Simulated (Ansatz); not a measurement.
Write the native input for Ansatz 0.2.0 that does the following.

```
Task                : band structure
Functional          : PBE
Potentials or basis : all-electron LAPW, scalar-relativistic
Cutoff              : 179 eV (chosen from the basis error)
Basis error allowed : 0.001 eV/atom
k mesh              : 5 × 5 × 5
Occupations         : fermi-dirac, width 0.05 eV
Spin                : no spin polarisation
```

TePb:

```xyz
2
Lattice="0.0000 3.2310 3.2310 3.2310 0.0000 3.2310 3.2310 3.2310 0.0000" Properties=species:S:1:pos:R:3 pbc="T T T"
Pb    0.0000    0.0000    0.0000
Te    3.2310    3.2310    3.2310
```

One way to write it, as run:

input.yaml

```yaml
crystal:
  lattice:
    - [0.0, 3.231, 3.231]
    - [3.231, 0.0, 3.231]
    - [3.231, 3.231, 0.0]
  atoms:
    - { symbol: Pb, position: [0.0, 0.0, 0.0] }
    - { symbol: Te, position: [0.5, 0.5, 0.5] }
kpoints:
  mp_grid: { grid: [5, 5, 5] }
  band_path:
    path:
      - [0.0, 0.0, 0.0]
      - [0.5, 0.0, 0.5]
      - [0.5, 0.25, 0.75]
      - [0.375, 0.375, 0.75]
      - [0.0, 0.0, 0.0]
      - [0.5, 0.5, 0.5]
      - [0.625, 0.25, 0.625]
      - [0.5, 0.25, 0.75]
    npoints: 12
scf:
  occupations: { method: fermi_dirac, width: 0.05 }
hamiltonian:
  xc: pbe
  pseudopotentials: { kind: all_electron, lapw: { basis_error: 0.001 } }
output:
  forces: true
  stress: true
  eigenvalues: true
```

Potentials or basis: all-electron LAPW, scalar-relativistic.

Command:

```console
$ ansatz run input.yaml --threads 1 --pin off --max-ram 3072MiB --backend cpu --events-out ev --progress --plain --runs-dir out
```

Results of the run:

```
Pressure                : 2.1 GPa
Band gap along the path : 0.73 eV, direct
```

Caveat: this odd mesh misses L, where the gap lies, so gap, dielectric constants and Born charges aren't listed; spin-orbit coupling is left out, which moves the levels of the heavy elements.

Wall time 15 s on 1 thread of Arm Neoverse V2 (shared host), peak memory 0.25 GiB.
